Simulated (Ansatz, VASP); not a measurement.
## One calculation of TePb, two programs

```
Te Pb
1.0
     0.00000    3.25286    3.25286
     3.25286    0.00000    3.25286
     3.25286    3.25286    0.00000
Te Pb
1 1
Direct
  0.50000 0.50000 0.50000
  0.00000 0.00000 0.00000
```

Alike in both runs: task single point; functional PBE; k mesh 6 × 6 × 6; no spin polarisation.

```csv
,VASP,Ansatz
version,VASP 6.6.1,Ansatz 0.2.0
potentials or method,"VASP PAW PBE potentials, release 64 (Te, Pb_d)","plane waves, PAW"
plane-wave cutoff (eV),520,420
occupations,"gaussian, width 0.01 eV",fixed
valence electrons in the cell,20,30
```

Ansatz gave:

```
gap on the k mesh at the Fermi level (eV) : 0.77
pressure (GPa)                            : 1.2
```

Q: Estimate VASP's values.

A: gap on the k mesh at the Fermi level (eV): 0.78; pressure (GPa): 1.1.

The two sets of potentials don't hold the same shells in valence.

Caveats: spin-orbit coupling is left out, which as a rule narrows the gap of such compounds by several tenths of an eV. A k mesh can miss the band edges.
